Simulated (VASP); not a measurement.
## InN (wurtzite): computed properties

The numbers are results of PBEsol GGA, VASP's PBE PAW potentials (set 64) (plane waves; VASP 6.6.1), not measurements.

For InN, the space group is P6_3mc (186). The cell is a = 3.5381 Å, b = 3.5381 Å, c = 5.7119 Å, α = 90.00°, β = 90.00°, γ = 120.00°, the volume per atom is 15.48 Å³/atom and the band gap (over mesh and band path) is none (metal, semimetal or under 0.01 eV). The Hill bulk modulus comes out as 136 GPa, the Hill shear modulus is 53.0 GPa and the Poisson's ratio is 0.327. The band gap with spin-orbit coupling comes out as none (metallic) and the density comes out as 6.91 g/cm³. The optical Γ-point spectrum is 84 (×2), 219, 436, 463 (×2), 478 (×2), 561 cm⁻¹. The C11 is 214 GPa. The C12 comes out as 109 GPa and the C13 is 89.2 GPa. The C33 comes out as 221 GPa and the C44 comes out as 47.1 GPa. The C66 is 52.6 GPa.

Space group P6₃mc (No. 186); a = b = 3.538 Å, c = 5.712 Å, α = β = 90.00°, γ = 120.00°

```json
[
 {"atom": "In", "site": "2b", "symmetry": "3m.", "x": "0.6667", "y": "0.3333", "z": "0.4999"},
 {"atom": "N", "site": "2b", "symmetry": "3m.", "x": "0.3333", "y": "0.6667", "z": "0.3791"}
]
```

Measured: a 3.537 Å (computed value off by +0.0 %), as given by M J Lucero et al., Journal of Physics Condensed Matter (2012), arXiv:1111.4515; c 5.703 Å at 300 K (computed value off by +0.2 %), as given by I. Vurgaftman et al., Journal of Applied Physics (2001), doi:10.1063/1.1368156. The calculation is for a static lattice, while the measured a, c hold thermal and zero-point effects, which are part of the difference. Finite-difference elastic constants of metals are sensitive to mesh and smearing; shear constants can be off by tens of GPa. Unless said otherwise, spin-orbit coupling is left out, though it shifts the bands of the heavy elements here.

The compound is InN in the wurtzite structure. It was relaxed first. Symmetry was kept, so distortions that lower it aren't found.
